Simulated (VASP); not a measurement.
# KMgF3 (Pm-3m) in VASP: further runs, part 2 of 3

VASP 6.6.1.

### Step 3. Electron localisation function, SCAN+D3

The input, INCAR:

```
SYSTEM = KMgF3
  PREC = Accurate
  ENCUT = 400
  EDIFF = 1E-6
  ISMEAR = -4
  SIGMA = 0.1
  LREAL = .False.
  LASPH = .True.
  NELM = 60
  ALGO = Fast
  ISIF = 2
  LWAVE = .False.
  LCHARG = .True.
  METAGGA = SCAN
  LMIXTAU = .True.
  IVDW = 11
  LELF = .True.
  MAXMIX = 40
```

The input, KPOINTS:

```
Automatic mesh
0
Gamma
  7 7 7
  0 0 0
```

The input, POSCAR:

```
KMgF3
3.9859
    1.000000000000      0.000000000000      0.000000000000
    0.000000000000      1.000000000000      0.000000000000
    0.000000000000      0.000000000000      1.000000000000
K Mg F
1 1 3
Direct
    0.5000000000      0.5000000000      0.5000000000
    0.0000000000      0.0000000000      0.0000000000
    0.0000000000      0.0000000000      0.5000000000
    0.0000000000      0.5000000000      0.0000000000
    0.5000000000      0.0000000000      0.0000000000
```

Potentials or basis: VASP PAW PBE potentials, release 64 (K_sv, Mg, F_s).

Run with:

```console
$ cat potpaw_PBE.64/K_sv/POTCAR potpaw_PBE.64/Mg/POTCAR potpaw_PBE.64/F_s/POTCAR > POTCAR
$ mpirun -np 1 vasp_std > vasp.out
```

OUTCAR:

```text
SYSTEM = KMgF3
   PREC = Accurate
   ENCUT = 400
   EDIFF = 1E-6
   ISMEAR = -4
   LREAL = .False.
   LASPH = .True.
   NELM = 60
   ISIF = 2
   METAGGA = SCAN
   IVDW = 11
 IVDW          = 11

 ion  position               nearest neighbor table
   1  0.500  0.500  0.500-   3 2.82   4 2.82   5 2.82   4 2.82   5 2.82   3 2.82   5 2.82   5 2.82
                             3 2.82   4 2.82   4 2.82   3 2.82   2 3.45   2 3.45   2 3.45   2 3.45
   2  0.000  0.000  0.000-   3 1.99   4 1.99   5 1.99   3 1.99   4 1.99   5 1.99   1 3.45   1 3.45
                             1 3.45   1 3.45   1 3.45   1 3.45   1 3.45   1 3.45
   3  0.000  0.000  0.500-   2 1.99   2 1.99   1 2.82   1 2.82   1 2.82   1 2.82
   4  0.000  0.500  0.000-   2 1.99   2 1.99   1 2.82   1 2.82   1 2.82   1 2.82
   5  0.500  0.000  0.000-   2 1.99   2 1.99   1 2.82   1 2.82   1 2.82   1 2.82

  LATTYP: Found a simple cubic cell.
 ALAT       =     3.9859000000

  Lattice vectors:

 A1 = (   3.9859000000,   0.0000000000,   0.0000000000)
 A2 = (   0.0000000000,   3.9859000000,   0.0000000000)
 A3 = (   0.0000000000,   0.0000000000,   3.9859000000)

Analysis of symmetry for initial positions (statically):
=====================================================================
 Subroutine PRICEL returns:
 Original cell was already a primitive cell.

 Routine SETGRP: Setting up the symmetry group for a
 simple cubic supercell.

 Subroutine GETGRP returns: Found 48 space group operations
 (whereof 48 operations were pure point group operations)
 out of a pool of 48 trial point group operations.

The static configuration has the point symmetry O_h .

Analysis of symmetry for dynamics (positions and initial velocities):
=====================================================================
 Subroutine PRICEL returns:
 Original cell was already a primitive cell.

 Routine SETGRP: Setting up the symmetry group for a
 simple cubic supercell.

 Subroutine GETGRP returns: Found 48 space group operations
 (whereof 48 operations were pure point group operations)
 out of a pool of 48 trial point group operations.

The dynamic configuration has the point symmetry O_h .

 Subroutine INISYM returns: Found 48 space group operations
 (whereof 48 operations are pure point group operations),
 and found     1 'primitive' translations

----------------------------------------------------------------------------------------

                                     Primitive cell

  volume of cell :      63.3256

  direct lattice vectors                    reciprocal lattice vectors
     3.985900000  0.000000000  0.000000000     0.250884367  0.000000000  0.000000000
     0.000000000  3.985900000  0.000000000     0.000000000  0.250884367  0.000000000
     0.000000000  0.000000000  3.985900000     0.000000000  0.000000000  0.250884367

  length of vectors
     3.985900000  3.985900000  3.985900000     0.250884367  0.250884367  0.250884367

  position of ions in fractional coordinates (direct lattice)
     0.500000000  0.500000000  0.500000000
     0.000000000  0.000000000  0.000000000
     0.000000000  0.000000000  0.500000000
     0.000000000  0.500000000  0.000000000
     0.500000000  0.000000000  0.000000000

  ion indices of the primitive-cell ions
[... 38 lines left out ...]
  0.142857  0.000000  0.000000      6.000000
  0.285714  0.000000  0.000000      6.000000
  0.428571  0.000000  0.000000      6.000000
  0.142857  0.142857  0.000000     12.000000
  0.285714  0.142857  0.000000     24.000000
[... 12 lines left out ...]
  0.428571  0.428571  0.285714     24.000000
  0.428571  0.428571  0.428571      8.000000
   k-points           NKPTS =     20   k-points in BZ     NKDIM =     20   number of bands    NBANDS=     20
   number of dos      NEDOS =    301   number of ions     NIONS =      5
   total plane-waves  NPLWV =  21952
   dimension x,y,z NGX =    28 NGY =   28 NGZ =   28
   dimension x,y,z NGXF=    56 NGYF=   56 NGZF=   56
   ions per type =               1   1   3
   NGX,Y,Z   is equivalent  to a cutoff of  11.68, 11.68, 11.68 a.u.
   NGXF,Y,Z  is equivalent  to a cutoff of  23.36, 23.36, 23.36 a.u.
 SYSTEM =  KMgF3
   PREC   = accura    normal or accurate (medium, high low for compatibility)
   ISTART =      0    job   : 0-new  1-cont  2-samecut
   ICHARG =      2    charge: 1-file 2-atom 10-const
   ISPIN  =      1    spin polarized calculation?
   LNONCOLLINEAR =      F non collinear calculations
   LSORBIT =      F    spin-orbit coupling
   LASPH  =      T    aspherical Exc in radial PAW
   ENCUT  =  400.0 eV  29.40 Ry    5.42 a.u.   6.50  6.50  6.50*2*pi/ulx,y,z
   NELM   =     60;   NELMIN=  2; NELMDL= -5     # of ELM steps
   EDIFF  = 0.1E-05   stopping-criterion for ELM
   LREAL  =      F    real-space projection
   EDIFFG = 0.1E-04   stopping-criterion for IOM
   NSW    =      0    number of steps for IOM
   IBRION =     -1    ionic relax: 0-MD 1-quasi-New 2-CG
   NFREE  =      0    steps in history (QN), initial steepest desc. (CG)
   ISIF   =      2    stress and relaxation
   ISYM   =      2    0-nonsym 1-usesym 2-fastsym
   POTIM  = 0.5000    time-step for ionic-motion
   TEBEG  =    0.0;   TEEND  =   0.0 temperature during run
   PSTRESS=    0.0 pullay stress
   NELECT =      32.0000    total number of electrons
   NUPDOWN=      -1.0000    fix difference up-down
   EMIN   =  10.00;   EMAX   =-10.00  energy-range for DOS
   EFERMI =   0.00;   METHOD = LEGACY
   ISMEAR =    -4;   SIGMA  =   0.10  broadening in eV -4-tet -1-fermi 0-gaus
   EFERMI_NEDOS =   21; number of points for ismear=-14 and -15
   IALGO  =     68    algorithm
   IMIX   =      4    mixing-type and parameters
     AMIX     =   0.40;   BMIX     =  1.00
     AMIX_MAG =   1.60;   BMIX_MAG =  1.00
  volume/ion in A,a.u.               =      12.67        85.47
  Fermi-wavevector in a.u.,A,eV,Ry     =   1.303962  2.464132 23.134232  1.700318
  Thomas-Fermi vector in A             =   2.434930
   LORBIT       =      0    0 simple, 1 ext, 2 COOP (PROOUT), +10 PAW based schemes
   METAGGA = SCAN    functional components
   LHFCALC =     F    Hartree Fock is set to
   AEXX    =    0.0000 exact exchange contribution
   IVDW    =    11    specifies the selected vdW correction
   LEPSILON=     F    determine dielectric tensor
   LRPA    =     F    only Hartree local field effects (RPA)
 non-spin polarized calculation
 RMM-DIIS sequential band-by-band and
 Fermi weights with tetrahedron method witout Bloechl corrections
  energy-cutoff  :      400.00
  volume of cell :       63.33
 maximum number of plane-waves:      1189
 NGX is ok and might be reduce to    28
   NGX = 13   NGY = 13   NGZ = 13

 number of electron      32.0000047 magnetization

 Free energy of the ion-electron system (eV)
  ---------------------------------------------------
  ext. energy  EPLUGINS =         0.00000000
  ---------------------------------------------------
  free energy    TOTEN  =       -41.71270661 eV

  energy without entropy =      -41.71270661  energy(sigma->0) =      -41.71270661

 E-fermi :  -2.0104     XC(G=0): -10.3131

 val. band max:       -2.0606181897   @ k =   0.4286   0.4286   0.4286
 cond. band min:       6.1344969948   @ k =   0.0000   0.0000   0.0000
 fundamental gap:      8.1951151846
 Fermi energy:        -2.0104409648

 k-point     1 :       0.0000    0.0000    0.0000
  band No.  band energies     occupation
      1     -28.6762      2.00000
      2     -23.3632      2.00000
      3     -22.7356      2.00000
      4     -22.7356      2.00000
      5     -11.3661      2.00000
      6     -11.3661      2.00000
[... 449 lines left out ...]
     19       9.4804      0.00000
     20      12.7356      0.00000

------------------------ aborting loop because EDIFF is reached ----------------------------------------

 Edisp (eV)   -0.25570

 E6    (eV) :    -0.2557

 E8    (eV) :     0.0000

  FORCE on cell =-STRESS in cart. coord.  units (eV):
  Direction    XX          YY          ZZ          XY          YZ          ZX
  --------------------------------------------------------------------------------------
  -------------------------------------------------------------------------------------
  Total      -1.07720    -1.07720    -1.07720    -0.00000     0.00000    -0.00000
  in kB     -27.25378   -27.25378   -27.25378    -0.00000     0.00000    -0.00000
  external pressure =      -27.25 kB  Pullay stress =        0.00 kB

 VOLUME and BASIS-vectors are now :
 -----------------------------------------------------------------------------
  energy-cutoff  :      400.00
  volume of cell :       63.33
      direct lattice vectors                 reciprocal lattice vectors
     3.985900000  0.000000000  0.000000000     0.250884367  0.000000000  0.000000000
     0.000000000  3.985900000  0.000000000     0.000000000  0.250884367  0.000000000
     0.000000000  0.000000000  3.985900000     0.000000000  0.000000000  0.250884367

 POSITION                                       TOTAL-FORCE (eV/Angst)
 -----------------------------------------------------------------------------------
      1.99295      1.99295      1.99295         0.000000      0.000000      0.000000
      0.00000      0.00000      0.00000         0.000000      0.000000      0.000000
      0.00000      0.00000      1.99295         0.000000      0.000000      0.000000
      0.00000      1.99295      0.00000         0.000000      0.000000      0.000000
      1.99295      0.00000      0.00000         0.000000      0.000000      0.000000
 -----------------------------------------------------------------------------------
    total drift:                                0.000000      0.000000     -0.000000

  FREE ENERGIE OF THE ION-ELECTRON SYSTEM (eV)
  ---------------------------------------------------
  free  energy   TOTEN  =       -41.9684036268 eV

  energy  without entropy=      -41.9684036268  energy(sigma->0) =      -41.96840363
```

It took 67 s on 1 thread of Intel Xeon 6975P-C (Granite Rapids), shared host; peak memory 0.18 GiB.

What came out:

- Free energy: -41.9684 eV
- Pressure: -2.7 GPa
- Band gap on the k mesh: 8.20 eV, indirect (least direct gap 8.49 eV)
- Dispersion energy per atom: -0.051 eV

Caveat: the PAW data sets were made with another functional, which shifts forces and pressure a little; an odd mesh through Γ misses points on the zone boundary, where band edges often lie.

### Step 4. Relaxation of cell and atoms, LDA

The input, INCAR:

```
SYSTEM = KMgF3
PREC     = Accurate       ! precision mode
ENCUT    = 600            ! plane-wave cutoff, eV
EDIFF    = 1E-7           ! SCF threshold, eV
ISMEAR   = 0              ! smearing method
SIGMA    = 0.02           ! smearing width, eV
LREAL    = .False.        ! projectors in reciprocal space
LASPH    = .True.         ! aspherical terms in the spheres
NELM     = 100            ! most SCF steps
ALGO     = Normal         ! electronic algorithm
ISIF     = 3              ! what is computed and relaxed
LWAVE    = .False.        ! write WAVECAR
LCHARG   = .False.        ! write CHGCAR
GGA      = CA             ! functional
IBRION   = 2              ! ionic algorithm
NSW      = 60             ! ionic steps
EDIFFG   = -0.01          ! ionic threshold
KPAR     = 2
```

The input, KPOINTS:

```
Automatic mesh
0
Gamma
  6 6 6
  0 0 0
```

The input, POSCAR:

```
KMgF3
1.0
    3.9859000000      0.0000000000      0.0000000000
    0.0000000000      3.9859000000      0.0000000000
    0.0000000000      0.0000000000      3.9859000000
K Mg F
1 1 3
Direct
    0.5000000000      0.5000000000      0.5000000000
    0.0000000000      0.0000000000      0.0000000000
    0.0000000000      0.0000000000      0.5000000000
    0.0000000000      0.5000000000      0.0000000000
    0.5000000000      0.0000000000      0.0000000000
```

Potentials or basis: VASP PAW LDA potentials, release 64 (K_sv, Mg, F).

Run with:

```console
$ cat potpaw_LDA.64/K_sv/POTCAR potpaw_LDA.64/Mg/POTCAR potpaw_LDA.64/F/POTCAR > POTCAR
$ mpirun -np 2 vasp_std > vasp.out
```

OUTCAR:

```text
SYSTEM = KMgF3
   PREC = Accurate
   ENCUT = 600
   EDIFF = 1E-7
   ISMEAR = 0
   LREAL = .False.
   LASPH = .True.
   NELM = 100
   ISIF = 3
   GGA = CA
   IBRION = 2
   NSW = 60
   EDIFFG = -0.01

 ion  position               nearest neighbor table
   1  0.500  0.500  0.500-   3 2.82   4 2.82   5 2.82   4 2.82   5 2.82   3 2.82   5 2.82   5 2.82
                             3 2.82   4 2.82   4 2.82   3 2.82   2 3.45   2 3.45   2 3.45   2 3.45
   2  0.000  0.000  0.000-   3 1.99   4 1.99   5 1.99   3 1.99   4 1.99   5 1.99   1 3.45   1 3.45
                             1 3.45   1 3.45   1 3.45   1 3.45   1 3.45   1 3.45
   3  0.000  0.000  0.500-   2 1.99   2 1.99   1 2.82   1 2.82   1 2.82   1 2.82
   4  0.000  0.500  0.000-   2 1.99   2 1.99   1 2.82   1 2.82   1 2.82   1 2.82
   5  0.500  0.000  0.000-   2 1.99   2 1.99   1 2.82   1 2.82   1 2.82   1 2.82

  LATTYP: Found a simple cubic cell.
 ALAT       =     3.9859000000

  Lattice vectors:

 A1 = (   3.9859000000,   0.0000000000,   0.0000000000)
[... 189 lines left out ...]

 k-point     1 :       0.0000    0.0000    0.0000
  band No.  band energies     occupation
      1     -27.1667      2.00000
      2     -21.7243      2.00000
      3     -21.0274      2.00000
      4     -21.0274      2.00000
      5     -10.9092      2.00000
      6     -10.9092      2.00000
[... 526 lines left out ...]
--------------------------------------- Ionic step        3  -------------------------------------------

 number of electron      31.9999952 magnetization

 Free energy of the ion-electron system (eV)
  ---------------------------------------------------
  ext. energy  EPLUGINS =         0.00000000
  ---------------------------------------------------
  free energy    TOTEN  =       -27.15140788 eV

  energy without entropy =      -27.15140788  energy(sigma->0) =      -27.15140788

 E-fermi :  -1.4184     XC(G=0): -10.7680

 val. band max:       -1.6201457268   @ k =   0.5000   0.5000   0.5000
 cond. band min:       5.8980874500   @ k =   0.0000   0.0000   0.0000
 fundamental gap:      7.5182331769
 Fermi energy:        -1.4183542808

 k-point     1 :       0.0000    0.0000    0.0000
  band No.  band energies     occupation
      1     -26.6651      2.00000
      2     -21.5417      2.00000
      3     -20.7463      2.00000
      4     -20.7463      2.00000
      5     -10.4209      2.00000
      6     -10.4209      2.00000
[... 481 lines left out ...]
  FREE ENERGIE OF THE ION-ELECTRON SYSTEM (eV)
  ---------------------------------------------------
  free  energy   TOTEN  =       -27.1514078790 eV

  energy  without entropy=      -27.1514078790  energy(sigma->0) =      -27.15140788

 reached required accuracy - stopping structural energy minimisation
```

CONTCAR:

```text
KMgF3
   1.00000000000000
     3.8928610489393121   -0.0000000000000000   -0.0000000000000000
     0.0000000000000000    3.8928610489393121   -0.0000000000000000
    -0.0000000000000000    0.0000000000000000    3.8928610489393121
  K               Mg              F
     1     1     3
Direct
     0.5000000000000000    0.5000000000000000    0.5000000000000000
     0.0000000000000000    0.0000000000000000    0.0000000000000000
     0.0000000000000000    0.0000000000000000    0.5000000000000000
     0.0000000000000000    0.5000000000000000    0.0000000000000000
     0.5000000000000000    0.0000000000000000    0.0000000000000000

  0.00000000E+00  0.00000000E+00  0.00000000E+00
  0.00000000E+00  0.00000000E+00  0.00000000E+00
  0.00000000E+00  0.00000000E+00  0.00000000E+00
  0.00000000E+00  0.00000000E+00  0.00000000E+00
  0.00000000E+00  0.00000000E+00  0.00000000E+00
```

It took 38 s on 2 MPI ranks of AMD EPYC 7R13 (Zen 3), shared host; peak memory 0.16 GiB.

What came out:

```
Free energy                            : -27.1514 eV
Relaxed volume                         : 11.80 Å³/atom
Relaxed cell                           : a = 3.893 Å, b = 3.893 Å, c = 3.893 Å, α = 90.00°, β = 90.00°, γ = 90.00°
Space group after relaxing (to 0.05 Å) : Pm-3m (No. 221)
Energy gained by relaxing              : 15.5 meV/atom
Ionic steps                            : 3
Pressure after relaxing                : 0.0 GPa
Band gap on the k mesh                 : 7.52 eV, indirect (least direct gap 7.84 eV)
```

Step by step:
```csv
step,energy change (eV),largest force (eV/Å),pressure (GPa),volume (Å³)
1,0.0000,0.0000,-5.36,63.33
2,-0.0764,0.0000,-0.80,59.52
3,-0.0777,0.0000,-0.02,58.99
```

Final structure:
```
CELL_PARAMETERS angstrom
3.89286 0.00000 0.00000
0.00000 3.89286 0.00000
0.00000 0.00000 3.89286
ATOMIC_POSITIONS crystal
K 0.50000 0.50000 0.50000
Mg 0.00000 0.00000 0.00000
F 0.00000 0.00000 0.50000
F 0.00000 0.50000 0.00000
F 0.50000 0.00000 0.00000
```

(Continued in part 3 of 3.)
